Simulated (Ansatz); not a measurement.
## Preparing SnO2 (P4_2/mnm) as a host crystal

Before any defect goes in: SnO2 (P4_2/mnm) at rest, and how it screens a charge.

Main program and level: Ansatz 0.2.0; plane-wave PAW DFT, PBEsol; relaxation of the host's cell and atoms; PAW set soft_1, in the first sound run; inputs show where later runs differ.

Report form: the programs' logs are mostly left out.

### Step 1. Starting point

Symmetry: P4_2/mnm, No. 136, tetragonal system. The conventional cell has a = 4.765 Å, b = 4.765 Å, c = 3.207 Å, α = 90.00°, β = 90.00°, γ = 90.00°. Nearest to Sn lie 6 O at 2.06 to 2.07 Å. O has 3 Sn at 2.06 to 2.07 Å nearest. Farther neighbours and most contacts between anions are not listed.

### Step 2. Host cell relaxation

Cell and atoms are relaxed together, until forces and stress fall under their thresholds.

cell/input.yaml reads:

```yaml
crystal:
  lattice:
    - [4.764818, 0.0, 0.0]
    - [0.0, 4.764818, 0.0]
    - [0.0, 0.0, 3.2074998]
  atoms:
    - { symbol: Sn, position: [0.5, 0.5, 0.5] }
    - { symbol: Sn, position: [0.0, 0.0, 0.0] }
    - { symbol: O, position: [0.1940277, 0.8059723, 0.5] }
    - { symbol: O, position: [0.8059723, 0.1940277, 0.5] }
    - { symbol: O, position: [0.3059723, 0.3059723, 0.0] }
    - { symbol: O, position: [0.6940277, 0.6940277, 0.0] }
basis:
  ecutwfc: 420
  xc_grid: 2
hamiltonian:
  xc: pbesol
  pseudopotentials: { kind: paw, azcp: { folder: soft_1 }, xc_functional: pbe }
kpoints:
  mp_grid: { grid: [6, 6, 9] }
scf:
  occupations: { method: fixed }
  max_iter: 100
relax:
  f_tol: 0.005
  max_steps: 60
  cell: {}
output:
  forces: true
  stress: true
checkpoint:
  write: "../cell.run"
  compress: false
  write_wavefunctions: false
  write_every: 100000
```

On the command line:

```console
$ ansatz run input.yaml --threads 32 --pin off --max-ram 84787MiB --backend cuda --events-out ev --progress --plain --runs-dir out --max-vram 78GiB
```

Wall time 2.6 s (1 × NVIDIA GB200 with 32 threads of Arm Neoverse V2, shared host); peak memory 0.98 GiB.

Step by step:

```tsv
step	energy less that of the first step (eV)	largest force component (eV/Å)	pressure (GPa)	volume (Å³)
1	0.0000	0.0259	0.51	72.82
2	0.0000	0.0056	0.02	72.99
3	0.0000	0.0046	0.00	73.01
4	0.0000	0.0027	0.00	73.01
5*	-0.0005	0.0027	0.01	73.01
```

Relaxation steps marked * repeat the geometry before them on a plane-wave basis chosen anew for their cell, so energy and pressure can jump there.

Forces are held to the 16 operations that the run works with; a distortion that breaks them can't arise in this run.

```tsv
conventional cell, symmetrised	before	after	change
a (Å)	4.765	4.768	+0.1 %
b (Å)	4.765	4.768	+0.1 %
c (Å)	3.207	3.212	+0.1 %
volume (Å³/atom)	12.14	12.17	+0.3 %
```

The relaxed structure:

```xyz
6
Lattice="4.7678 0.0000 0.0000 0.0000 4.7678 0.0000 0.0000 0.0000 3.2119" Properties=species:S:1:pos:R:3 pbc="T T T"
Sn    2.3839    2.3839    1.6060
Sn    0.0000    0.0000    0.0000
O     0.9237    3.8441    1.6060
O     3.8441    0.9237    1.6060
O     1.4602    1.4602    0.0000
O     3.3076    3.3076    0.0000
```

This step gave:

| Quantity | Value |
| --- | --- |
| pressure | 0.01068 GPa |

### Step 3. Dielectric tensors of the host

The response to a uniform electric field gives the electronic dielectric tensor.

This step: plane-wave PAW DFPT, PBEsol; dielectric tensors, Born charges and zone-centre modes of the host; PAW set soft_1 (Ansatz 0.2.0).

eps/input.yaml reads:

```yaml
crystal:
  lattice:
    - [4.7678118222, 0.0, 0.0]
    - [0.0, 4.7678118222, 0.0]
    - [0.0, 0.0, 3.2119026566]
  atoms:
    - { symbol: Sn, position: [0.5, 0.5, 0.5] }
    - { symbol: Sn, position: [0.0, 0.0, 0.0] }
    - { symbol: O, position: [0.193727843, 0.806272157, 0.5] }
    - { symbol: O, position: [0.806272157, 0.193727843, 0.5] }
    - { symbol: O, position: [0.306272157, 0.306272157, 0.0] }
    - { symbol: O, position: [0.693727843, 0.693727843, 0.0] }
basis:
  ecutwfc: 420
hamiltonian:
  xc: pbesol
  pseudopotentials: { kind: paw, azcp: { folder: soft_1 }, xc_functional: pbe }
kpoints:
  mp_grid: { grid: [5, 5, 7] }
scf:
  occupations: { method: fixed }
  max_iter: 100
phonons:
  method: dfpt
  dielectric: true
  rigid_motions: translations
```

It took 11 s on 1 × NVIDIA GB200 with 32 threads; peak memory 1.9 GiB; 58 s of CPU time.

Electronic dielectric tensor:

```
4.60 0.00 0.00
0.00 4.60 0.00
0.00 0.00 4.91
```

Static dielectric tensor:

```
13.48  0.00  0.00
 0.00 13.48  0.00
 0.00  0.00 10.42
```

The principal values of the electronic dielectric tensor are 4.60, 4.60 and 4.91. The principal values of the static dielectric tensor are 10.42, 13.48 and 13.48.

### Step 4. Defect free supercell relaxed in its symmetry

This cell, the one that will hold the defects, is built from the relaxed host. Its coarser k-points can move the atoms a little, so it is relaxed from the symmetric sites, as the reference for the test of stability.

This step: plane-wave PAW DFT, PBEsol; relaxation of the defect-free supercell in its symmetry; PAW set soft_1 (Ansatz 0.2.0).

System of this step: SnO2 (P4_2/mnm). The cell holds 96 atoms: 32 Sn and 64 O. Cell: a = 11.498 Å, b = 11.498 Å, c = 13.485 Å, α = 54.1°, β = 54.1°, γ = 71.8°.

pristine.symmetric/input.yaml reads:

```yaml
crystal:
  lattice:
    - [0.0, 9.5356236445, 6.4238053132]
    - [9.5356236445, 0.0, 6.4238053132]
    - [9.5356236445, 9.5356236445, 0.0]
  atoms:
    - { symbol: Sn, position: [0.125, 0.125, 0.125] }
    - { symbol: Sn, position: [0.375, 0.375, 0.375] }
    - { symbol: Sn, position: [0.0, 0.0, 0.0] }
    - { symbol: Sn, position: [0.25, 0.25, 0.25] }
    - { symbol: O, position: [0.0281360785, 0.2218639215, 0.375] }
    - { symbol: O, position: [0.2781360785, 0.4718639215, 0.125] }
    - { symbol: O, position: [0.2218639215, 0.0281360785, 0.375] }
    - { symbol: O, position: [0.4718639215, 0.2781360785, 0.125] }
    - { symbol: O, position: [0.0, 0.0, 0.1531360785] }
    - { symbol: O, position: [0.25, 0.25, 0.4031360785] }
    - { symbol: O, position: [0.0, 0.0, 0.3468639215] }
    - { symbol: O, position: [0.25, 0.25, 0.0968639215] }
    - { symbol: Sn, position: [0.125, 0.125, 0.625] }
    - { symbol: Sn, position: [0.375, 0.375, 0.875] }
    - { symbol: Sn, position: [0.0, 0.0, 0.5] }
    - { symbol: Sn, position: [0.25, 0.25, 0.75] }
    - { symbol: O, position: [0.0281360785, 0.2218639215, 0.875] }
    - { symbol: O, position: [0.2781360785, 0.4718639215, 0.625] }
    - { symbol: O, position: [0.2218639215, 0.0281360785, 0.875] }
    - { symbol: O, position: [0.4718639215, 0.2781360785, 0.625] }
    - { symbol: O, position: [0.0, 0.0, 0.6531360785] }
    - { symbol: O, position: [0.25, 0.25, 0.9031360785] }
    - { symbol: O, position: [0.0, 0.0, 0.8468639215] }
    - { symbol: O, position: [0.25, 0.25, 0.5968639215] }
    - { symbol: Sn, position: [0.125, 0.625, 0.125] }
    - { symbol: Sn, position: [0.375, 0.875, 0.375] }
    - { symbol: Sn, position: [0.0, 0.5, 0.0] }
    - { symbol: Sn, position: [0.25, 0.75, 0.25] }
    - { symbol: O, position: [0.0281360785, 0.7218639215, 0.375] }
    - { symbol: O, position: [0.2781360785, 0.9718639215, 0.125] }
[... 60 atom lines left out ...]
    - { symbol: O, position: [0.7218639215, 0.5281360785, 0.875] }
    - { symbol: O, position: [0.9718639215, 0.7781360785, 0.625] }
    - { symbol: O, position: [0.5, 0.5, 0.6531360785] }
    - { symbol: O, position: [0.75, 0.75, 0.9031360785] }
    - { symbol: O, position: [0.5, 0.5, 0.8468639215] }
    - { symbol: O, position: [0.75, 0.75, 0.5968639215] }
basis:
  ecutwfc: 420
  xc_grid: 2
hamiltonian:
  xc: pbesol
  pseudopotentials: { kind: paw, azcp: { folder: soft_1 }, xc_functional: pbe }
kpoints:
  mp_grid: { grid: [1, 1, 1] }
scf:
  occupations: { method: fermi_dirac, width: 0.01 }
  max_iter: 100
  lower_state_search: "off"
output:
  forces: true
relax:
  f_tol: 0.015
  max_steps: 60
  escape_saddle: false
checkpoint:
  write: "../pristine.symmetric.run"
  compress: false
  write_wavefunctions: false
  write_every: 100000
```

The job ended after 2.1 s (1 × NVIDIA GB200 with 32 threads; peak memory 1.2 GiB).

Hardly anything moved in the relaxation; the energy changed by under 0.2 meV an atom.

### Step 5. Defect free supercell relaxed from displaced atoms

This step: plane-wave PAW DFT, PBEsol; relaxation of the defect-free supercell from random displacements, a test of the host's stability; PAW set soft_1 (Ansatz 0.2.0).

pristine.rattled/input.yaml, as its differences from pristine.symmetric/input.yaml of step 4:

```diff
@@ -59,6 +59,6 @@
   f_tol: 0.015
-  max_steps: 60
-  escape_saddle: false
+  max_steps: 120
+  random_displacement: { amplitude: 0.06, seed: 10037 }
 checkpoint:
-  write: "../pristine.symmetric.run"
+  write: "../pristine.rattled.run"
   compress: false
```

Elapsed: 3.4 s, on 1 × NVIDIA GB200 with 32 threads; peak memory 1.3 GiB.

The steps of the relaxation:

```tsv
step	energy less that of the first step (eV)	largest force component (eV/Å)
1	0.0000	2.0927
2	-2.3212	0.6549
3	-2.7488	0.0097
4	-2.7488	0.0097
```

The relaxation ends 29 meV an atom lower than the displaced start, with a largest force component of 0.0097 eV/Å.

### Step 6. Host on a dense mesh

This step: plane-wave PAW DFT, PBEsol; single point of the defect-free host, a test of the k-point sampling; PAW set soft_1 (Ansatz 0.2.0).

System of this step: SnO2 (P4_2/mnm). It takes space group P4_2/mnm (No. 136, tetragonal). Conventional cell: a = 4.768 Å, b = 4.768 Å, c = 3.212 Å, α = 90.00°, β = 90.00°, γ = 90.00°. Sn has 6 O at 2.07 Å nearest. O has 3 Sn at 2.07 Å nearest. Farther neighbours and most contacts between anions are not listed.

dense/input.yaml, as its differences from eps/input.yaml of step 3:

```diff
@@ -14,2 +14,3 @@
   ecutwfc: 420
+  xc_grid: 2
 hamiltonian:
@@ -18,9 +19,11 @@
 kpoints:
-  mp_grid: { grid: [5, 5, 7] }
+  mp_grid: { grid: [6, 6, 9] }
 scf:
-  occupations: { method: fixed }
+  occupations: { method: fermi_dirac, width: 0.01 }
   max_iter: 100
-phonons:
-  method: dfpt
-  dielectric: true
-  rigid_motions: translations
+  lower_state_search: "off"
+checkpoint:
+  write: "../dense.run"
+  compress: false
+  write_wavefunctions: false
+  write_every: 100000
```

Elapsed: 0.95 s, on 1 × NVIDIA GB200 with 32 threads; peak memory 1.1 GiB; 2 s of CPU time.

### Step 7. Defect free supercell at the zone centre

The supercell is run at the zone centre, to see how far that sampling misses the dense mesh.

System of this step: SnO2 (P4_2/mnm). The cell holds 96 atoms: 32 Sn and 64 O. Cell: a = 11.498 Å, b = 11.498 Å, c = 13.485 Å, α = 54.1°, β = 54.1°, γ = 71.8°.

pristine.sampling_gamma/input.yaml, as its differences from pristine.rattled/input.yaml of step 5:

```diff
@@ -55,10 +55,4 @@
   lower_state_search: "off"
-output:
-  forces: true
-relax:
-  f_tol: 0.015
-  max_steps: 120
-  random_displacement: { amplitude: 0.06, seed: 10037 }
 checkpoint:
-  write: "../pristine.rattled.run"
+  write: "../pristine.sampling_gamma.run"
   compress: false
```

It took 1.3 s on 1 × NVIDIA GB200 with 32 threads; peak memory 1.2 GiB; 2.6 s of CPU time.

### Step 8. Defect free supercell at the quarter point

The supercell is run at one point off the zone centre, to see how far that sampling misses the dense mesh.

pristine.sampling_quarter/input.yaml, as its differences from pristine.sampling_gamma/input.yaml of step 7:

```diff
@@ -50,3 +50,3 @@
 kpoints:
-  mp_grid: { grid: [1, 1, 1] }
+  mp_grid: { grid: [1, 1, 1], shift: [0.25, 0.25, 0.25] }
 scf:
@@ -56,3 +56,3 @@
 checkpoint:
-  write: "../pristine.sampling_gamma.run"
+  write: "../pristine.sampling_quarter.run"
   compress: false
```

Elapsed: 1.4 s, on 1 × NVIDIA GB200 with 32 threads; peak memory 1.4 GiB; 3 s of CPU time.

### Step 9. Outcome

- primitive cell vectors, lengths: 4.768, 4.768, 3.212 Å
- electronic dielectric constant: principal values (4.60, 4.60, 4.91)
- static dielectric constant: principal values (10.42, 13.48, 13.48)
- gap on the k-mesh of the response run (PBEsol): 0.92 eV
- supercell relaxed in its symmetry less the displaced and relaxed one: 0.000 eV
- energy an atom at the zone centre alone less that on the dense mesh: 0.012 eV
- energy an atom at one point at (¼, ¼, ¼) less that on the dense mesh: 0.005 eV

Step 5: The energy fell by 2.749 eV from the randomly displaced start; the atoms end within 0.005 Å of the sites as typed, once the mean shift is taken out. The displaced cell ends within 0.01 eV of the symmetric one relaxed in its symmetry, so no lower structure shows in this supercell. The k-mesh can miss the band edges, so this gap is an upper bound at this level. All at zero temperature.

[Logs are printed without paths, hosts, clocks, repeated set-up lines and the standing remarks that a program may print on its own settings, such as how far it seeks lower states.]

[Hosts, paths, dates, database ids (printed as entryN), source tags and the programs' standing remarks are cut or masked in the printed files.]

[Runs of the host that timed out are not shown.]

[For some hosts the program warned that the k-mesh of the response run may be too coarse for force constants and the static dielectric constant; such warnings are not always shown.]

[The program warned that the k-mesh of a response run behind this text may be too coarse: force constants, and the static dielectric constant and all else formed from them, are not shown converged.]
